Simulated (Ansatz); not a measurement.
**PbTe: a single-point run**

Aim: a sound single-point run of PbTe. The structure is shown as the input types it. The cell is built on a prototype (zincblende) and needn't be the phase found in nature.

Method: density functional or hybrid calculation with the settings of its input, plane waves (as first typed), in Ansatz 0.2.0.

4 further runs of the same task are left out: 4 that didn't finish.

## (1) The system as given

The structure is cubic, space group F-43m (No. 216). The conventional cell has a = 7.283 Å, b = 7.283 Å, c = 7.283 Å, α = 90.00°, β = 90.00°, γ = 90.00°. Pb (site symmetry -43m) has 4 Te at 3.15 Å as nearest neighbours. Te (site symmetry -43m) has 4 Pb at 3.15 Å as nearest neighbours.

Structure file:

```cif
data_structure
_symmetry_space_group_name_H-M 'P 1'
_symmetry_Int_Tables_number 1
_cell_length_a 5.1499
_cell_length_b 5.1499
_cell_length_c 5.1499
_cell_angle_alpha 60.000
_cell_angle_beta 60.000
_cell_angle_gamma 60.000
_cell_volume 96.58
loop_
_atom_site_label
_atom_site_type_symbol
_atom_site_fract_x
_atom_site_fract_y
_atom_site_fract_z
_atom_site_occupancy
Pb1 Pb 0.00000 0.00000 0.00000 1
Te1 Te 0.25000 0.25000 0.25000 1
```

## (2) Input and run

Input file input.yaml:

```yaml
crystal:
  lattice:
    - [0.0, 3.6414940692, 3.6414940692]
    - [3.6414940692, 0.0, 3.6414940692]
    - [3.6414940692, 3.6414940692, 0.0]
  atoms:
    - { symbol: Pb, position: [0.0, 0.0, 0.0] }
    - { symbol: Te, position: [0.25, 0.25, 0.25] }
kpoints:
  mp_grid: { grid: [4, 4, 4] }
hamiltonian:
  xc: pbe
scf:
  occupations: { method: fixed }
  n_extra_bands: 4
  max_iter: 88
output:
  forces: true
  stress: true
  eigenvalues: true
basis:
  ecutwfc: 160
```

On the command line:

```sh
ansatz run input.yaml --threads 4 --pin off --max-ram 3686MiB --backend cpu --events-out ev --progress --plain --runs-dir out
```

**Question.** How will this run end, and is anything wrong with its input?

The program finished normally, with warnings (cutoff below recommended). Its log warns: «basis.ecutwfc = 160 eV is below the records' recommended 420 eV ...»

In the input, basis.ecutwfc is 160. The basis cutoff is far too low: the plane waves can't represent the orbitals near the cores. The potentials' recommended cutoff is 420 eV.

The test: delete basis.ecutwfc (the default then holds).
